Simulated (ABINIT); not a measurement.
The system is Ga.

```
CELL_PARAMETERS angstrom
1.38300 -4.02650 0.00000
1.38300 4.02650 0.00000
-0.11745 0.00000 3.32993
ATOMIC_POSITIONS crystal
Ga 0.13100 0.86900 0.75000
Ga 0.86900 0.13100 0.25000
```

This isn't the form of Ga at room conditions, which is orthorhombic.

Base run:

| Property | Result |
| --- | --- |
| Program | ABINIT 10.8.3 (patched build) |
| Functional | PBEsol |
| Potentials or basis | JTH PAW PBE v2.0 |
| Cutoff | 544 eV |
| k mesh | 10 × 10 × 8 |
| Occupations | fermi-dirac, width 0.05 eV |
| Spin | no spin polarisation |

Its results: band gap on the k mesh none (metal or under the smearing width); pressure -1.9 GPa; largest force 0.197 eV/Å.

Question: The run is repeated on the same cell with these changes: functional from PBEsol to BLYP. What comes out?

Answer: Band gap on the k mesh none (metal or under the smearing width); pressure 7.2 GPa; largest force 0.161 eV/Å.

BLYP binds less tightly than PBEsol, so the same cell stands under more pressure.

Caveats: the PAW data sets were made with another functional, which shifts forces and pressure a little.
